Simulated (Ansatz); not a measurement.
**Relaxing an invented Al2O3 structure**

Level of theory: DFT PBE, scalar-relativistic, plane waves, PAW (Ansatz). Cutoff 420 eV, Gaussian smearing, Γ-centred meshes. Cell and atoms relax first on a coarse mesh and then on a converged one. In between, the cell is made exact in the group found at 0.06 Å. The steps can't lower the symmetry of their start. No spin polarisation in the relaxation; trial moments died out in a coarse test.

The cell of Al2O3 is invented: random cell by space group and Wyckoff sites (P-4m2, No. 115). The dimensions are guesses.

```
Al O
1.0
     4.35772    0.00000    0.00000
     0.00000    4.35772    0.00000
     0.00000    0.00000    3.66679
Al O
2 3
Direct
  0.00000 0.00000 0.50000
  0.50000 0.50000 0.00000
  0.00000 0.00000 0.00000
  0.00000 0.50000 0.47594
  0.50000 0.00000 0.52406
```

Formation energies are uncorrected and refer to the elements' standard structures at the same level (O₂ as a molecule).

Problem. Where does the relaxation end?

Solution. The symmetry stays P-4m2 (No. 115). The volume per atom shrinks by 29.6 %, from 13.9 to 9.8 Å³. The shortest distance goes from 1.83 Å (Al–O) to 1.76 Å (Al–O). The ratio c/a of the conventional cell changes by a factor of 2.66. The energy falls by about 1.2 eV/atom (the start's value is from the coarse mesh). The end is written in a standard setting, so origin, axes and order of atoms can differ from the start's. Conventional cell: a = 2.798 Å, c = 6.261 Å. Al on its first site is surrounded by 4 O at 1.76 Å; Al on its second site is surrounded by 4 O at 1.98 Å; O on a site of symmetry -4m2 has 4 Al at 1.98 Å; O on a site of symmetry 2mm is surrounded by 2 Al at 1.76 Å.

Space group P-4m2 (No. 115). a = 2.798 Å, b = 2.798 Å, c = 6.261 Å, α = 90.00°, β = 90.00°, γ = 90.00°
```
atom  site  symmetry       x       y       z
  Al    1d      -4m2  0.0000  0.0000  0.5000
  Al    1b      -4m2  0.5000  0.5000  0.0000
   O    1a      -4m2  0.0000  0.0000  0.0000
   O    2g      2mm.  0.0000  0.5000  0.3298
```

Problem. Give its energy and gap.

Solution. The formation energy is −2.353 eV/atom and the gap on the 10×10×6 mesh of the 5-atom cell is 2.09 eV.

The last run used Gaussian smearing of 0.02 eV. Weakly bound directions are ill-defined at this level, which has no dispersion term. Kohn–Sham gaps at this level usually fall short of measured ones. Symmetry constrained the relaxation, so the result can be a saddle point. In all, the 4 runs took 4.6 min on 1 thread of Intel(R) Xeon(R) Processor @ 2.50GHz (Skylake/Cascade Lake) (shared host). Another cell of Al2O3 relaxed alike, in R-3c (a cell as deposited in COD), lies 0.63 eV/atom lower, so this cell isn't the stable form at this level.
